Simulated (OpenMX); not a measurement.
# KBr and the effect of the dispersion correction

Symmetry: Fm-3m, No. 225, cubic system. Conventional cell: a = 6.600 Å, b = 6.600 Å, c = 6.600 Å, α = 90.00°, β = 90.00°, γ = 90.00°. Around Br (site symmetry m-3m) lie 6 K at 3.30 Å. K (site symmetry m-3m) has 6 Br at 3.30 Å as nearest neighbours.

Kept alike: task single point; functional PBE; k mesh 5 × 5 × 5; occupations fermi-dirac, width 0.05 eV; no spin polarisation. Program: OpenMX, OpenMX 2013 PBE set, Br7.0-s3p2d2, K10.0-s3p2d1, grid cutoff 300 Ry. The mesh is that of the run's cell of 2 atoms. No spin-orbit coupling.

| dispersion correction | pressure (GPa) |
| --- | --- |
| D3(zero) | 0.65 |
| D3(BJ) | -0.18 |
| D4 | 0.15 |
| none | 0.78 |

Pressure is positive in compression.

Task: What does the dispersion correction change here?

Result: The pressure runs from -0.18 (D3(BJ)) to 0.78 GPa (none). Dispersion terms mostly attract, so at fixed cell they lower the pressure.
